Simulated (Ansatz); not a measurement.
# Al2Cu (Khatyrkite) (I4/mcm) in Ansatz: further runs

The runs below take Al2Cu (Khatyrkite) through relaxation of cell and atoms, with LDA, r2SCAN, PBE.

All numbers are computed with Ansatz 0.2.0; they aren't measurements. Logs are shortened: lines on timing, memory, paths and dates and some standing lists are left out, and cuts for length are marked.

## Step 1: The structure

Symmetry: I4/mcm, No. 140, tetragonal system. Conventional cell: a = 6.067 Å, b = 6.067 Å, c = 4.877 Å, α = 90.00°, β = 90.00°, γ = 90.00°. Cu (site symmetry 422) has 2 Cu at 2.44 Å and 8 Al at 2.59 Å as nearest neighbours. Al (site symmetry m2m) has 4 Cu at 2.59 Å and 3 Al at 2.71 to 2.90 Å as nearest neighbours.

## Step 2: Relaxation of cell and atoms, LDA

Input file input.yaml:

```yaml
crystal:
  lattice:
    - [-3.0335, 3.0335, 2.4385]
    - [3.0335, -3.0335, 2.4385]
    - [3.0335, 3.0335, -2.4385]
  atoms:
    - { symbol: Cu, position: [0.25, 0.25, 0.0] }
    - { symbol: Cu, position: [0.75, 0.75, 0.0] }
    - { symbol: Al, position: [0.3419, 0.1581, 0.5] }
    - { symbol: Al, position: [0.8419, 0.3419, 0.1838] }
    - { symbol: Al, position: [0.6581, 0.8419, 0.5] }
    - { symbol: Al, position: [0.1581, 0.6581, 0.8162] }
hamiltonian:
  xc: lda
  pseudopotentials: { kind: paw }
kpoints:
  mp_grid: { grid: [7, 7, 7] }
scf:
  occupations: { method: fermi_dirac, width: 0.05 }
output:
  forces: true
  stress: true
  eigenvalues: true
relax:
  f_tol: 0.01
  max_steps: 40
  cell: { stress_tol: 0.05 }
```

Potentials or basis: Ansatz PAW.

Run with:

```console
> ansatz run input.yaml --threads 2 --pin off --max-ram 5632MiB --backend cpu --events-out ev --progress --plain --runs-dir out
```

The log of the run:

```text
Warning: RAYON_NUM_THREADS=2 ignored (pool sized by the plan → 2); use --threads N
Engine: ansatz 0.2.0, aarch64-unknown-linux-gnu
Pseudopotentials: kind: paw
Pseudopotential: Cu, paw, valence charge 19, recommended cutoff 420 eV (normal), Cu.paw.azcp
Pseudopotential: Al, paw, valence charge 3, recommended cutoff 420 eV (normal), Al.paw.azcp
Functional definition: SPW92
  exchange = slater_x
  correlation = pw_c
Crystal: 6 atoms, lattice volume = 89.758 Å³
Basis set: ecut = 420 eV, 1729 PW (Γ)
Bands: 31, of which v1, the nominal top of the filled ones, is band 25 counted from 1 (24 counted from 0)
Symmetry: 16 space group operations
Space group: I4/mcm (ITA 140), of the structure as read, at distance tolerance 4.5e-5 Å
k-points: 40 of 343
Non-local potential: Cu, projectors of the file, l = 0: 3, l = 1: 2, l = 2: 3, l = 3: 1
Non-local potential: Al, projectors of the file, l = 0: 2, l = 1: 2, l = 2: 1
PAW form: soft (Blöchl's): semilocal exchange-correlation on the pseudo side does not see the compensation charge
PAW frozen core: Cu, regenerated for the run's functional, and the local potential with it (the file was generated under x = pbe(κ = 0.804, μ = 0.2195149727645171), c = pbe(β = 0.06672455060314922))
PAW frozen core: Al, regenerated for the run's functional, and the local potential with it (the file was generated under x = pbe(κ = 0.804, μ = 0.2195149727645171), c = pbe(β = 0.06672455060314922))
PAW one-centre angular grid: Cu, 590 points (default); XC on 64 Gauss nodes
PAW one-centre angular grid: Al, 110 points (default); XC on 64 Gauss nodes
Initial density: superposition of atomic densities (neutral atoms: chi_scale 0, normalization atom), corrected by the library's trained network
Initial wavefunctions: pseudopotential atomic-orbital guess
Functional: x = slater, c = lda
SCF iter   1: F=—  HF=-15163.988458 eV  |F-HF|=—  |Δ(HF+E_count)|=         —  Δρ=5.36e-3  dr2=2.62e-2  ethr=1.77e-3  ⟨swp⟩=8.1  Hψ=6282  notcnv=0  defer=5
preconditioner: auto → Kerker (q_TF=auto, 2.475 Å⁻¹)  [metal: Δε(μ)=0.163 eV  Ē_g=7.114 eV  σ=0.050 eV  W_gap=0.49  n_scr=16 (ndim 8)  ℏωp=22.9 eV  f_vac=0.000  D(μ)=1.08/eV (n_scr^D=4)]
SCF iter   2: F=—  HF=-15163.981314 eV  |F-HF|=—  |Δ(HF+E_count)|=   7.14e-3  Δρ=3.07e-3  dr2=1.72e-2  ethr=5.23e-5  ⟨swp⟩=2.0  Hψ=2286  notcnv=0  defer=24
SCF iter   3: F=—  HF=-15163.977933 eV  |F-HF|=—  |Δ(HF+E_count)|=   3.38e-3  Δρ=1.73e-3  dr2=3.71e-3  ethr=3.44e-5  ⟨swp⟩=1.2  Hψ=1219  notcnv=0  defer=24
SCF iter   4: F=—  HF=-15163.976701 eV  |F-HF|=—  |Δ(HF+E_count)|=   1.23e-3  Δρ=2.05e-4  dr2=3.10e-5  ethr=7.41e-6  ⟨swp⟩=2.0  Hψ=1878  notcnv=0  defer=24
SCF iter   5: F=—  HF=-15163.976675 eV  |F-HF|=—  |Δ(HF+E_count)|=   2.60e-5  Δρ=1.24e-4  dr2=1.01e-5  ethr=6.20e-8  ⟨swp⟩=2.0  Hψ=2218  notcnv=0  defer=24
SCF iter   6: F=—  HF=-15163.976673 eV  |F-HF|=—  |Δ(HF+E_count)|=   2.34e-6  Δρ=1.79e-5  dr2=2.34e-7  ethr=2.01e-8  ⟨swp⟩=2.1  Hψ=1749  notcnv=0  defer=24
SCF iter   7: F=-15163.976673 eV  HF=-15163.976673 eV  |F-HF|=2.44e-8  |Δ(HF+E_count)|=   5.65e-8  Δρ=8.45e-6  dr2=5.09e-8  ethr=2.00e-10  ⟨swp⟩=7.2  Hψ=5196  notcnv=0
SCF 1 converged in 7 iterations: F = -15163.976673 eV  dr2 = 5.09e-8
relax step   1: F+E_penalty+E_count = -15163.97667275 eV  Δ(F+E_penalty+E_count) = +0.000e0 eV  max|allowed force component| = 7.120e-2 eV/Å  Δτ_max = 0.0000 Å  P = -6.390 GPa  Ω = 89.758 Å³  (7 SCF iters, dr2 threshold 1.00e-7 eV, accepted)
Crystal: 6 atoms, lattice volume = 85.226 Å³
Basis set: ecut = 420 eV, 1653 PW (Γ)
Initial density: handed on by an earlier stage of this run
Initial wavefunctions: those handed on with the density
iter 1 solved again at ethr=5.59e-4 eV; its pass at ethr=3.10e-3 eV (dr2=2.80e-1 eV) is discarded
SCF iter   1: F=—  HF=-15164.133270 eV  |F-HF|=—  |Δ(HF+E_count)|=         —  Δρ=2.03e-2  dr2=2.83e-1  ethr=5.59e-4  ⟨swp⟩=1.2  Hψ=6638  notcnv=0
preconditioner: auto → none  [insulator: Δε(μ)=0.129 eV  Ē_g=7.230 eV  σ=0.050 eV  W_gap=0.52  n_scr=16 (ndim 8)  ℏωp=23.5 eV  f_vac=0.000  D(μ)=1.20/eV (n_scr^D=4)  ε∞_Penn≈11.5]
SCF iter   2: F=—  HF=-15164.092365 eV  |F-HF|=—  |Δ(HF+E_count)|=   4.09e-2  Δρ=2.65e-3  dr2=2.76e-3  ethr=5.59e-4  ⟨swp⟩=2.0  Hψ=2003  notcnv=0
SCF iter   3: F=—  HF=-15164.088774 eV  |F-HF|=—  |Δ(HF+E_count)|=   3.59e-3  Δρ=1.55e-3  dr2=1.79e-3  ethr=5.51e-6  ⟨swp⟩=2.0  Hψ=2759  notcnv=0  defer=23
SCF iter   4: F=—  HF=-15164.088443 eV  |F-HF|=—  |Δ(HF+E_count)|=   3.30e-4  Δρ=6.06e-4  dr2=3.39e-4  ethr=3.59e-6  ⟨swp⟩=1.6  Hψ=1315  notcnv=0  defer=23
SCF iter   5: F=—  HF=-15164.088389 eV  |F-HF|=—  |Δ(HF+E_count)|=   5.44e-5  Δρ=1.35e-4  dr2=1.46e-5  ethr=6.78e-7  ⟨swp⟩=2.1  Hψ=1568  notcnv=0  defer=23
SCF iter   6: F=-15164.088391 eV  HF=-15164.088391 eV  |F-HF|=4.40e-9  |Δ(HF+E_count)|=   2.38e-6  Δρ=1.24e-5  dr2=7.10e-8  ethr=1.20e-9  ⟨swp⟩=5.3  Hψ=5669  notcnv=0
SCF 2 converged in 6 iterations: F = -15164.088391 eV  dr2 = 7.10e-8
relax step   2: F+E_penalty+E_count = -15164.08839137 eV  Δ(F+E_penalty+E_count) = -1.117e-1 eV  max|allowed force component| = 8.666e-2 eV/Å  Δτ_max = 0.0039 Å  P = -1.294 GPa  Ω = 85.226 Å³  energy of the carried Pulay correction = +1.836e-3 eV  (6 SCF iters, dr2 threshold 6.00e-7 eV, accepted)
Crystal: 6 atoms, lattice volume = 84.172 Å³
Basis set: ecut = 420 eV, 1587 PW (Γ)
iter 1 solved again at ethr=2.76e-5 eV; its pass at ethr=3.10e-3 eV (dr2=1.38e-2 eV) is discarded
SCF iter   1: F=—  HF=-15164.098213 eV  |F-HF|=—  |Δ(HF+E_count)|=         —  Δρ=4.74e-3  dr2=1.40e-2  ethr=2.76e-5  ⟨swp⟩=1.3  Hψ=6089  notcnv=0
preconditioner: auto → Kerker (q_TF=auto, 2.501 Å⁻¹)  [metal: Δε(μ)=0.026 eV  Ē_g=7.433 eV  σ=0.050 eV  W_gap=0.13  n_scr=16 (ndim 8)  ℏωp=23.6 eV  f_vac=0.000  D(μ)=1.06/eV (n_scr^D=4)]
SCF iter   2: F=—  HF=-15164.096023 eV  |F-HF|=—  |Δ(HF+E_count)|=   2.19e-3  Δρ=7.53e-4  dr2=4.79e-4  ethr=2.76e-5  ⟨swp⟩=2.0  Hψ=1938  notcnv=0
SCF iter   3: F=—  HF=-15164.095672 eV  |F-HF|=—  |Δ(HF+E_count)|=   3.52e-4  Δρ=6.60e-4  dr2=4.22e-4  ethr=9.59e-7  ⟨swp⟩=2.1  Hψ=1949  notcnv=0
SCF iter   4: F=—  HF=-15164.095587 eV  |F-HF|=—  |Δ(HF+E_count)|=   8.49e-5  Δρ=1.88e-4  dr2=2.05e-5  ethr=8.43e-7  ⟨swp⟩=2.0  Hψ=1683  notcnv=0
SCF iter   5: F=—  HF=-15164.095594 eV  |F-HF|=—  |Δ(HF+E_count)|=   7.16e-6  Δρ=2.62e-5  dr2=9.93e-7  ethr=4.10e-8  ⟨swp⟩=2.1  Hψ=1860  notcnv=0
SCF iter   6: F=-15164.095594 eV  HF=-15164.095594 eV  |F-HF|=4.44e-8  |Δ(HF+E_count)|=   1.30e-7  Δρ=4.85e-6  dr2=4.14e-8  ethr=1.20e-9  ⟨swp⟩=5.2  Hψ=4730  notcnv=0
SCF 3 converged in 6 iterations: F = -15164.095594 eV  dr2 = 4.14e-8
relax step   3: F+E_penalty+E_count = -15164.09559368 eV  Δ(F+E_penalty+E_count) = -7.202e-3 eV  max|allowed force component| = 4.280e-3 eV/Å  Δτ_max = 0.0112 Å  P = +0.191 GPa  Ω = 84.172 Å³  energy of the carried Pulay correction = +2.277e-3 eV  (6 SCF iters, dr2 threshold 6.00e-7 eV, accepted)
Crystal: 6 atoms, lattice volume = 84.289 Å³
iter 1 solved again at ethr=3.45e-7 eV; its pass at ethr=3.10e-3 eV (dr2=1.72e-4 eV) is discarded
SCF iter   1: F=—  HF=-15164.095974 eV  |F-HF|=—  |Δ(HF+E_count)|=         —  Δρ=4.84e-4  dr2=1.72e-4  ethr=3.45e-7  ⟨swp⟩=2.1  Hψ=6256  notcnv=0
preconditioner: auto → Kerker (q_TF=auto, 2.501 Å⁻¹)  [metal: Δε(μ)=0.023 eV  Ē_g=7.463 eV  σ=0.050 eV  W_gap=0.12  n_scr=16 (ndim 8)  ℏωp=23.6 eV  f_vac=0.000  D(μ)=1.06/eV (n_scr^D=4)]
SCF iter   2: F=—  HF=-15164.095950 eV  |F-HF|=—  |Δ(HF+E_count)|=   2.32e-5  Δρ=9.95e-5  dr2=1.16e-5  ethr=3.44e-7  ⟨swp⟩=2.0  Hψ=1654  notcnv=0
SCF iter   3: F=—  HF=-15164.095946 eV  |F-HF|=—  |Δ(HF+E_count)|=   4.75e-6  Δρ=8.90e-5  dr2=1.01e-5  ethr=2.32e-8  ⟨swp⟩=2.1  Hψ=1888  notcnv=0
iter 4 did not close the SCF: its close was put off for the readings that it lacked (scf_convergence_deferred on its scf_iter line)
SCF iter   4: F=-15164.095944 eV  HF=-15164.095944 eV  |F-HF|=1.63e-7  |Δ(HF+E_count)|=   1.60e-6  Δρ=2.69e-5  dr2=5.66e-7  ethr=2.02e-8  ⟨swp⟩=2.3  Hψ=1725  notcnv=0
iter 5 did not close the SCF: its close was put off for the readings that it lacked (scf_convergence_deferred on its scf_iter line)
SCF iter   5: F=-15164.095944 eV  HF=-15164.095944 eV  |F-HF|=5.13e-9  |Δ(HF+E_count)|=   3.96e-8  Δρ=4.35e-6  dr2=1.49e-8  ethr=1.13e-9  ⟨swp⟩=2.6  Hψ=1883  notcnv=0
SCF iter   6: F=-15164.095944 eV  HF=-15164.095944 eV  |F-HF|=8.19e-10  |Δ(HF+E_count)|=   9.85e-9  Δρ=7.81e-7  dr2=6.78e-10  ethr=2.97e-11  ⟨swp⟩=1.8  Hψ=3445  notcnv=0
SCF 4 converged in 6 iterations: F = -15164.095944 eV  dr2 = 6.78e-10
relax step   4: F+E_penalty+E_count = -15164.09594403 eV  Δ(F+E_penalty+E_count) = -3.503e-4 eV  max|allowed force component| = 2.760e-3 eV/Å  Δτ_max = 0.0015 Å  P = +0.029 GPa  Ω = 84.289 Å³  energy of the carried Pulay correction = +2.228e-3 eV  (6 SCF iters, dr2 threshold 6.00e-7 eV, accepted)
Initial wavefunctions: pseudopotential atomic-orbital guess (no wavefunctions were taken with the density)
iter 1 solved again at ethr=5.87e-7 eV; its pass at ethr=3.10e-3 eV (dr2=2.93e-4 eV) is discarded
SCF iter   1: F=—  HF=-15164.094186 eV  |F-HF|=—  |Δ(HF+E_count)|=         —  Δρ=8.79e-5  dr2=8.39e-7  ethr=5.87e-7  ⟨swp⟩=2.5  Hψ=8654  notcnv=0
preconditioner: auto → Kerker (q_TF=auto, 2.501 Å⁻¹)  [metal: Δε(μ)=0.026 eV  Ē_g=7.459 eV  σ=0.050 eV  W_gap=0.13  n_scr=16 (ndim 8)  ℏωp=23.6 eV  f_vac=0.000  D(μ)=1.06/eV (n_scr^D=4)]
SCF iter   2: F=—  HF=-15164.094181 eV  |F-HF|=—  |Δ(HF+E_count)|=   4.75e-6  Δρ=4.53e-5  dr2=2.16e-7  ethr=1.68e-9  ⟨swp⟩=2.0  Hψ=1757  notcnv=0
SCF iter   3: F=—  HF=-15164.094181 eV  |F-HF|=—  |Δ(HF+E_count)|=   1.01e-7  Δρ=3.69e-6  dr2=4.64e-9  ethr=4.33e-10  ⟨swp⟩=1.2  Hψ=1365  notcnv=0
SCF iter   4: F=—  HF=-15164.094181 eV  |F-HF|=—  |Δ(HF+E_count)|=   1.75e-9  Δρ=1.18e-6  dr2=7.21e-10  ethr=9.28e-12  ⟨swp⟩=2.0  Hψ=2208  notcnv=0
SCF iter   5: F=—  HF=-15164.094181 eV  |F-HF|=—  |Δ(HF+E_count)|=  5.86e-10  Δρ=5.76e-7  dr2=2.23e-10  ethr=1.44e-12  ⟨swp⟩=2.0  Hψ=1725  notcnv=0
SCF iter   6: F=-15164.094181 eV  HF=-15164.094181 eV  |F-HF|=1.82e-12  |Δ(HF+E_count)|=  3.46e-11  Δρ=4.06e-8  dr2=1.19e-12  ethr=1.00e-12  ⟨swp⟩=3.1  Hψ=4379  notcnv=0
SCF 5 converged in 6 iterations: F = -15164.094181 eV  dr2 = 1.19e-12
relax step   5: F+E_penalty+E_count = -15164.09418132 eV  Δ(F+E_penalty+E_count) = +1.763e-3 eV  max|allowed force component| = 2.698e-3 eV/Å  Δτ_max = 0.0000 Å  P = +0.005 GPa  Ω = 84.289 Å³  stress off target by 2.78e-2 GPa  SCF on the basis re-selected at this cell (its energy is not comparable with the rows above)  (6 SCF iters)
basis re-selected at this cell: Δ(F+E_penalty+E_count) = +1.763e-3 eV, ΔP = -0.024 GPa vs the last step (what re-selecting the basis moved, of the pressure what is left beyond the Pulay correction that the steps carried, after the strain that the cell walked since its last selection, with what the two solves' SCF thresholds leave and, on support functions, any second-order correction that the steps lacked; it is no measure of the basis error at this ecutwfc). This SCF's stress stands 2.78e-2 GPa from its target on what of the cell is left free (relax.cell.stress_tol is 5.00e-2 GPa) and its largest allowed force component is 2.70e-3 eV/Å (relax.f_tol is 1.00e-2 eV/Å): within both
SCF converged after 6 iterations
Free energy (F): -15164.094181 eV
Harris-Foulkes:  -15164.094181 eV  (|F-HF|=1.82e-12)
Internal energy: -15164.084565 eV  (E = F + TS)
E sigma→0 (E₀):  -15164.089373 eV
Entropy (-TS):   -0.009617 eV (-1.603 meV/atom)
Fermi energy:    11.007040 eV
--- Per-component energies (eV) ---
  E_band       = -907.535621
  E_kinetic    = 697.917900
  E_local      = -12298.956171  (includes V_loc(G=0)·N_el)
  E_nonlocal   = 820.963231
  E_hartree    = 5564.901137
  E_xc         = -340.494625
  E_vxc        = -354.798744  (∫ρ·V_xc dr)
  E_paw        = -4949.953902  (= ΣΔE_a)
  E_vpaw       = -902.464669  (= ΣTr[D̂ρ^β])
  E_aug_tail   = 0.000452  (compensation charges beyond the density's cutoff)
  E_ewald      = -4659.584773
  E_core_change = 1.122186  (= ΣΔE_core)
  E_smearing   = -0.009617  (= −TS)
  E_closure    = -0.000000  (closes the sum)
  Σ components = -15164.094181   (vs F -15164.094181, Δ=0.00e0)
--- Forces (eV/Å), atoms counted from 1 ---
  atom   1  Cu    -0.00000000     0.00000000     0.00000000
  atom   2  Cu    -0.00000000     0.00000000     0.00000000
  atom   3  Al     0.00269778    -0.00269778     0.00000000
  atom   4  Al    -0.00269778    -0.00269778     0.00000000
  atom   5  Al    -0.00269778     0.00269778     0.00000000
  atom   6  Al     0.00269778     0.00269778     0.00000000
  max |Σ_I F_I| component: 7.81e-18 eV/Å
--- Stress (GPa, compression-positive) ---
        0.021269       0.000000       0.000000
        0.000000       0.021269       0.000000
       -0.000000      -0.000000      -0.027820
  P = ⅓ Tr σ = 0.0049 GPa (0.049 kbar)
--- Band table (eV; the first three rows and the last of 40) ---
  k-point 0: bands = ["-102.1876", "-102.1758", "-60.0113", "-60.0113", "-60.0014", "-60.0001", "-60.0001", "-59.8807", "-0.2578", "5.2782", "5.4558", "5.4558", "5.4589", "6.4393", "6.5839", "6.8988", "7.2314", "7.5177", "7.5177", "7.8459", "7.8459", "8.8752", "9.3948", "9.6053", "9.6053", "10.0676", "10.7052", "10.9877", "12.5013", "12.5013", "12.5630"]
  k-point 1: bands = ["-102.1876", "-102.1758", "-60.0113", "-60.0113", "-60.0014", "-60.0001", "-60.0001", "-59.8807", "-0.0842", "4.9830", "5.4184", "5.4440", "5.5103", "6.3515", "6.6144", "6.8135", "6.8562", "7.0927", "7.5162", "7.5177", "8.0767", "9.0419", "9.0820", "9.4448", "9.8000", "10.2423", "11.4036", "11.7892", "12.9098", "12.9720", "13.0688"]
  k-point 2: bands = ["-102.1876", "-102.1758", "-60.0114", "-60.0113", "-60.0014", "-60.0001", "-60.0001", "-59.8807", "0.4323", "3.8121", "5.3366", "5.5149", "5.6515", "6.2037", "6.4223", "6.5085", "6.6980", "7.0099", "7.5128", "7.5178", "8.3981", "8.4278", "8.6568", "9.5617", "10.0762", "10.0921", "12.7688", "13.0251", "13.2773", "13.9402", "14.1311"]
  k-point 39: bands = ["-102.1876", "-102.1758", "-60.0114", "-60.0114", "-60.0015", "-60.0001", "-60.0001", "-59.8807", "2.7557", "3.7368", "3.9418", "4.7618", "5.3733", "5.6680", "5.7609", "6.2866", "6.3700", "6.5365", "6.5424", "6.8729", "7.4941", "7.5103", "7.5103", "9.0185", "12.9896", "13.1211", "13.5720", "14.5992", "15.3529", "16.3534", "16.5418"]
--- Relaxed structure (4 steps of the walk, 4 accepted, 1 SCFs on fresh bases) ---
  F+E_penalty+E_count = -15164.09418132 eV   max|allowed force component| = 2.698e-3 eV/Å   (the final SCF, on the basis selected at the relaxed cell)
  cell:  # Å, volume = 84.2886 Å³
    - [-2.967629226042013, 2.967629226042013, 2.392708636243939]
    - [2.967629226042013, -2.967629226042013, 2.392708636243939]
    - [2.967629226042013, 2.967629226042013, -2.392708636243939]
  atoms:
    - { symbol: Cu, position: [0.25, 0.25, -6.552510245228583e-20] }
    - { symbol: Cu, position: [0.75, 0.75, -6.552510245228583e-20] }
    - { symbol: Al, position: [0.34087535013922327, 0.15912464986077665, 0.4999999999999999] }
    - { symbol: Al, position: [0.8408753501392232, 0.3408753501392233, 0.18175070027844661] }
    - { symbol: Al, position: [0.6591246498607766, 0.8408753501392232, 0.4999999999999999] }
    - { symbol: Al, position: [0.15912464986077665, 0.6591246498607767, 0.8182492997215534] }
```

It took 16 s on 2 threads of Arm Neoverse V2, shared host; peak memory 0.4 GiB.

What came out:

```yaml
Free_energy: -15164.0942 eV
Relaxed_volume: 14.05 Å³/atom
Relaxed_cell: a = 4.831 Å, b = 4.831 Å, c = 4.831 Å, α = 104.20°, β = 104.20°, γ = 120.62°
Space_group_after_relaxing_to_0.05_Å: I4/mcm (No. 140)
Energy_gained_by_relaxing: 19.6 meV/atom
Ionic_steps: 5
Pressure_after_relaxing: 0.0 GPa
Largest_force_after_relaxing: 0.004 eV/Å
Band_gap_on_the_k_mesh: none (metal or under the smearing width)
```

Forces on the atoms (eV/Å):
```
Cu   0.000  0.000  0.000
Cu   0.000  0.000  0.000
Al   0.003 -0.003  0.000
Al  -0.003 -0.003  0.000
Al  -0.003  0.003  0.000
Al   0.003  0.003  0.000
```

Step by step:
```csv
step,energy change (eV),largest force (eV/Å),volume (Å³)
1,0.0000,0.1007,89.76
2,-0.1117,0.1226,85.23
3,-0.1189,0.0061,84.17
4,-0.1193,0.0039,84.29
5,-0.1175,0.0038,84.29
```

Final structure:
```cif
data_structure
_symmetry_space_group_name_H-M 'P 1'
_symmetry_Int_Tables_number 1
_cell_length_a 4.8310
_cell_length_b 4.8310
_cell_length_c 4.8310
_cell_angle_alpha 104.200
_cell_angle_beta 104.200
_cell_angle_gamma 120.623
_cell_volume 84.29
loop_
_atom_site_label
_atom_site_type_symbol
_atom_site_fract_x
_atom_site_fract_y
_atom_site_fract_z
_atom_site_occupancy
Cu1 Cu 0.25000 0.25000 0.00000 1
Cu2 Cu 0.75000 0.75000 0.00000 1
Al1 Al 0.34088 0.15912 0.50000 1
Al2 Al 0.84088 0.34088 0.18175 1
Al3 Al 0.65912 0.84088 0.50000 1
Al4 Al 0.15912 0.65912 0.81825 1
```

Caveat: the plane-wave basis is chosen anew once the cell has moved, so the energies of steps on either side of that aren't comparable; the PAW data sets come from PBE, with cores solved anew for the run's functional, which leaves a small shift of forces and pressure. Zero-point motion and thermal expansion aren't in these numbers.

## Step 3: Relaxation of cell and atoms, r2SCAN

input.yaml: that of step 2 with these lines changed.

```diff
@@ -13,3 +13,3 @@
 hamiltonian:
-  xc: lda
+  xc: r2scan
   pseudopotentials: { kind: paw }
```

Potentials or basis: Ansatz PAW.

Run with:

```console
> ansatz run input.yaml --threads 2 --pin off --max-ram 5632MiB --backend cpu --events-out ev --progress --plain --runs-dir out
```

It took 33 s on 2 threads of Arm Neoverse V2, shared host; peak memory 0.63 GiB.

The run converged. Its results:

| Property | Result |
| --- | --- |
| Free energy | -15425.0844 eV |
| Relaxed volume | 14.41 Å³/atom |
| Relaxed cell | a = 4.873 Å, b = 4.873 Å, c = 4.873 Å, α = 104.17°, β = 104.17°, γ = 120.70° |
| Space group after relaxing (to 0.05 Å) | I4/mcm (No. 140) |
| Energy gained by relaxing | 7.2 meV/atom |
| Ionic steps | 5 |
| Pressure after relaxing | 0.0 GPa |
| Band gap on the k mesh | none (metal or under the smearing width) |

Step by step:
```
step  energy change (eV)  largest force (eV/Å)  volume (Å³)
   1              0.0000                0.0867        89.76
   2             -0.0410                0.0753        87.00
   3             -0.0433                0.0012        86.45
   4             -0.0434                0.0014        86.48
   5             -0.0429                0.0015        86.48
```

Final structure:
```xyz
6
Lattice="-2.9947 2.9947 2.4108 2.9947 -2.9947 2.4108 2.9947 2.9947 -2.4108" Properties=species:S:1:pos:R:3 pbc="T T T"
Cu    0.0000    0.0000    1.2054
Cu    0.0000    0.0000    3.6162
Al    0.9530    2.0418    0.0000
Al   -0.9530    2.0418    2.4108
Al    2.0418    0.9530    2.4108
Al    3.9477    0.9530    0.0000
```

Levels at points of the mesh, in eV from the Fermi level:
```csv
k point,band 22,band 23,band 24,band 25,band 26,band 27,band 28,band 29
"(0.00, 0.00, 0.00)",-2.22,-1.68,-1.52,-1.52,-1.06,-0.14,-0.07,1.63
```

Caveat: the plane-wave basis is chosen anew once the cell has moved, so the energies of steps on either side of that aren't comparable; the PAW data sets come from PBE, with cores solved anew for the run's functional, which leaves a small shift of forces and pressure.

(Part 1 of 2 ends here.)
